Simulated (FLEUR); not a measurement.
Crystal: KCl.

```
K Cl
1.0
     3.83920    0.00000    0.00000
     0.00000    3.83920    0.00000
     0.00000    0.00000    3.83920
K Cl
1 1
Direct
  0.00000 0.00000 0.00000
  0.50000 0.50000 0.50000
```

Measurements of this composition are mostly on another form, of space group No. 225.

Base run:

```yaml
Program: FLEUR MaX-R8.1 (later development tree)
Functional: r2SCAN
Potentials_or_basis: all-electron
Basis: FLAPW
Kmax: 4.1 1/bohr
k_mesh: 7 × 7 × 7
Occupations: fermi-dirac, width 0.05 eV
Spin: no spin polarisation
```

Its results: band gap on the k mesh 5.54 eV, indirect (least direct gap 5.73 eV).

Question: The run is repeated on the same cell with these changes: functional from r2SCAN to LDA. What comes out?

Answer: Band gap on the k mesh 4.39 eV, indirect (least direct gap 4.58 eV).

r2SCAN gives the wider gap, since meta-GGAs in the generalised Kohn-Sham scheme recover part of the derivative discontinuity.

Caveats: the meta-GGA is that of a development version, with a GGA for the radial functions and cores and without core tails (some runs).
